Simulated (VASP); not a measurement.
NaCl: atomic charges with PBEsol+D3

NaCl:

```xyz
8
Lattice="5.8033 0.0000 0.0000 0.0000 5.8033 0.0000 0.0000 0.0000 5.8033" Properties=species:S:1:pos:R:3 pbc="T T T"
Na    1.4508    1.4508    4.3525
Na    1.4508    4.3525    1.4508
Na    4.3525    4.3525    4.3525
Na    4.3525    1.4508    1.4508
Cl    2.9017    0.0000    0.0000
Cl    0.0000    2.9017    0.0000
Cl    0.0000    0.0000    2.9017
Cl    2.9017    2.9017    2.9017
```

The cell was built by a generator and needn't be a form met in nature.

The cell isn't the ideal one: volume scaled by 0.8.

```yaml
Program: VASP 6.6.1
Task: atomic charges
Functional: PBEsol
Dispersion: D3
Potentials_or_basis: VASP PAW PBE potentials, release 64 (Na_pv, Cl)
Cutoff: 520 eV
k_mesh: 5 × 5 × 5
Occupations: gaussian, width 0.05 eV
Spin: no spin polarisation
Further_INCAR_settings: ALGO = Fast; EDIFF = 1e-07
```

- Pressure: 4.3 GPa
- Band gap on the k mesh: 5.26 eV
- Valence electrons inside the program's atomic spheres: Na 6.08; Cl 5.18
- Dispersion energy per atom: -0.149 eV

Levels at points of the mesh, in eV from the valence-band top:
| k point | band 26 | band 27 | band 28 | band 29 | band 30 | band 31 |
| --- | --- | --- | --- | --- | --- | --- |
| (0.00, 0.00, 0.00) | 0.00 | 0.00 | 0.00 | 5.26 | 6.96 | 6.96 |

It took 48 s on 1 thread of Intel(R) Xeon(R) 6975P-C (Granite Rapids) (shared host), peak memory 0.33 GiB.

Caveat: the PAW data sets were made with another functional, which shifts forces and pressure a little; an odd mesh through Γ misses points on the zone boundary, where band edges often lie.
